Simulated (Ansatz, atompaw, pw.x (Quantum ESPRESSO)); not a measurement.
**hafnium (Hf): does the PAW (atompaw) potential hold in the solid?**

hafnium (Hf), PAW, made with atompaw 4.2.0.5 (PBE, scalar-relativistic). Core [Xe] 4f14, reference 5d2 6s2 6p0. Waves: 6s (bound): rc 3.00 bohr; 6s channel at 0.9 Ry: rc 2.55 bohr; 6p (bound, empty): rc 3.00 bohr; 6p channel at 1.6 Ry: rc 3.00 bohr; 5d (bound): rc 3.00 bohr; 5d channel at 5.15 Ry: rc 3.00 bohr. Local part: bessel scheme, radius 2.60 bohr. Core correction: smooth core density matched at 2.20 bohr. Augmentation charge: sinc compensation charge, radius 2.80 bohr; PAW radius 3.00 bohr; waves and projectors: custom rrkj gramschmidtortho.

Crystal test: fcc Hf in pw.x 7.5, no spin, 13³ k-points, Fermi–Dirac smearing 0.01 Ry, cutoffs 40/400 Ry. The lattice is a test structure that the element need not adopt, and mesh and smearing are coarse.

pw.x input:

```
&control
  calculation='scf', prefix='x', pseudo_dir='./', outdir='./tmp', tstress=.true., disk_io='low'
/
&system
  ibrav=0, nat=1, ntyp=1, ecutwfc=40, ecutrho=400, nbnd=9,
  occupations='smearing', smearing='fd', degauss=0.01
/
&electrons
  conv_thr=1e-09, mixing_beta=0.4, electron_maxstep=70
/
ATOMIC_SPECIES
Hf 1.0 Hf.UPF
CELL_PARAMETERS angstrom
  0.00000000 2.24669474 2.24669474
  2.24669474 0.00000000 2.24669474
  2.24669474 2.24669474 0.00000000
ATOMIC_POSITIONS crystal
Hf 0.0000 0.0000 0.0000
K_POINTS automatic
13 13 13 0 0 0
```

```bash
pw.x < Hf.scf.in > Hf.scf.out
```

Q: How does the run end?

A: It converges; the pressure is 3.41 GPa against -0.23 GPa from all-electron LAPW. This is a poor potential for the solid. The log shows:

```
     c_bands:  1 eigenvalues not converged
     total energy              =    -618.44628889 Ry
     estimated scf accuracy    <       0.00831051 Ry
     iteration #  2     ecut=    40.00 Ry     beta= 0.40
     total energy              =    -618.42581657 Ry
     estimated scf accuracy    <       0.00302976 Ry
     iteration #  3     ecut=    40.00 Ry     beta= 0.40
     total energy              =    -618.42728669 Ry
     estimated scf accuracy    <       0.00000364 Ry
     iteration #  4     ecut=    40.00 Ry     beta= 0.40
     c_bands:  1 eigenvalues not converged
     c_bands:  1 eigenvalues not converged
     c_bands:  1 eigenvalues not converged
     [... 3 repeated lines left out ...]
     total energy              =    -618.42747119 Ry
     estimated scf accuracy    <       0.00000536 Ry
     [... 5 iterations left out ...]
     iteration # 10     ecut=    40.00 Ry     beta= 0.40
     total energy              =    -618.42736809 Ry
     estimated scf accuracy    <       0.00000014 Ry
     iteration # 11     ecut=    40.00 Ry     beta= 0.40
     total energy              =    -618.42736801 Ry
     estimated scf accuracy    <       0.00000020 Ry
     iteration # 12     ecut=    40.00 Ry     beta= 0.40
     total energy              =    -618.42736797 Ry
     estimated scf accuracy    <       0.00000005 Ry
     iteration # 13     ecut=    40.00 Ry     beta= 0.40
     the Fermi energy is     8.7800 ev
!    total energy              =    -618.42736799 Ry
     estimated scf accuracy    <          9.1E-10 Ry
     smearing contrib. (-TS)   =      -0.00658232 Ry
     The total energy is F=E-TS. E is the sum of the following terms:
     one-electron contribution =       5.86293129 Ry
     hartree contribution      =       0.00742468 Ry
     xc contribution           =      -6.38131116 Ry
     ewald contribution        =      -8.63919599 Ry
     one-center paw contrib.   =    -609.27063448 Ry
     convergence has been achieved in  13 iterations
          total   stress  (Ry/bohr**3)                   (kbar)     P=       34.06
```
